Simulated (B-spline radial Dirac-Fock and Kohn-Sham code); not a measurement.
# The Si-like isoelectronic sequence (14 electrons), Z = 44 to 55

These are calculated numbers from a radial finite-basis atomic code; the model is multi-electron Dirac-Fock with separately optimised hole states, Breit and Lamb-shift corrections added in first order. Binding energies in eV, tabulated ground configurations ([Ne] 3s2 3p2 throughout). Correlation and solid-state effects are left out.

```
  ion       1s   2p1/2   2p3/2      3s  outermost level  NIST ionisation energy
Ru³⁰⁺  23740.6  4523.6  4390.7  1817.3      1720.6 (3p)                1743 ± 4
Rh³¹⁺  24930.8  4786.8  4639.9  1927.9      1826.3 (3p)                1851 ± 4
Pd³²⁺  26152.6  5058.1  4896.0  2042.0      1935.3 (3p)                1962 ± 4
Ag³³⁺  27406.3  5337.4  5159.1  2159.5      2047.5 (3p)                2077 ± 4
Cd³⁴⁺  28692.1  5624.9  5429.1  2280.5      2163.0 (3p)                2195 ± 4
In³⁵⁺  30010.3  5920.7  5706.1  2405.1      2281.7 (3p)                2317 ± 5
Sn³⁶⁺  31361.1  6224.8  5990.0  2533.1      2403.7 (3p)                2443 ± 5
Sb³⁷⁺  32744.8  6537.2  6280.8  2664.8      2528.9 (3p)                2567 ± 4
Te³⁸⁺  34161.6  6858.2  6578.6  2800.0      2657.5 (3p)                2700 ± 4
 I³⁹⁺  35612.1  7187.8  6883.4  2938.9      2789.3 (3p)                2836 ± 4
Xe⁴⁰⁺        ?       ?       ?       ?                ?                       ?
Cs⁴¹⁺  38614.7  7873.1  7514.0  3227.6      3063.0 (3p)                3118 ± 4
```

Q: Fill in the row of Xe⁴⁰⁺.

A: 1s 37096.3, 2p1/2 7526.0, 2p3/2 7195.2, 3s 3081.4, outermost 2924.5 (3p), NIST 2975 ± 4 eV.

NIST's values are for the lowest levels; a dash marks a value that is missing or belongs to another shell. Their kind here: semi-empirical, theoretical. Where a p, d or f shell is open in either ion the computed value averages over both j values and all terms, while the table refers to the lowest levels; that difference holds spin-orbit splitting (largest in heavy or highly charged ions), term energies where several electrons share open shells, and correlation, and it can reach 10 % or more.
